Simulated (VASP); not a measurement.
**GaCo in VASP: convergence with ENCUT**

Input of the first run (ENCUT 200 eV); the others differ in this setting and in those tied to it:

Contents of INCAR:

```
SYSTEM = GaCo
PREC = Accurate
ENCUT = 200
EDIFF = 1E-7
ISMEAR = 1
SIGMA = 0.1
LREAL = .False.
LASPH = .True.
NELM = 120
ALGO = Normal
ISIF = 2
LWAVE = .False.
LCHARG = .False.
ISPIN = 2
MAGMOM = 0 2
LORBIT = 11
LMAXMIX = 4
METAGGA = R2SCAN
LMIXTAU = .True.
```

Contents of KPOINTS:

```
regular mesh
0
Gamma
  7 7 7
  0 0 0
```

File POSCAR:

```
GaCo
1.0
    2.8780000000      0.0000000000      0.0000000000
    0.0000000000      2.8780000000      0.0000000000
    0.0000000000      0.0000000000      2.8780000000
Ga Co
1 1
Direct
    0.4990080000      0.5029100000      0.4992550000
    0.0019730000      0.0110420000     -0.0040430000
```

Potentials or basis: VASP PAW PBE potentials, release 64 (Ga_d, Co).

Run with:

```console
$ cat potpaw_PBE.64/Ga_d/POTCAR potpaw_PBE.64/Co/POTCAR > POTCAR
$ mpirun -np 1 vasp_std > vasp.out
```

The cell isn't the ideal one: atoms moved at random, drawn with an rms of 0.02 Å.

Hardware: 1 thread of Intel(R) Xeon(R) 6975P-C (Granite Rapids) (shared host).

Question: The values tried are 200 eV, 250 eV, 300 eV, 350 eV, 400 eV, 450 eV, 500 eV, 600 eV, 800 eV, loosest first. From which on does the largest site moment stay within 0.02 μB of the tightest run that finished?

Answer: From 250 eV on.

```tsv
ENCUT	energy less the tightest run, at zero smearing (meV/atom)	largest force (eV/Å)	largest site moment (μB)	SCF cycles	CPU time (s)	peak memory (GiB)
200 eV	479.87	0.155	0.53	17	38	0.14
250 eV	25.54	0.152	0.56	20	67	0.15
300 eV	2.16	0.154	0.56	20	78	0.16
350 eV	3.20	0.166	0.56	20	150	0.18
400 eV	3.80	0.168	0.56	19	180	0.19
450 eV	3.22	0.169	0.56	19	220	0.2
500 eV	2.61	0.166	0.56	19	190	0.23
600 eV	1.90	0.166	0.56	19	200	0.26
800 eV	0.00	0.166	0.56	19	710	0.35
```

Against the tightest run, the largest force stays within 0.005 eV/Å from 350 eV on. Not settled before the last step: the energy (to 1 meV/atom). The tightest run that finished is the yardstick and may itself not be fully converged.

Caveat, for the tightest run too: the PAW data sets were made with another functional, which shifts forces and pressure a little.
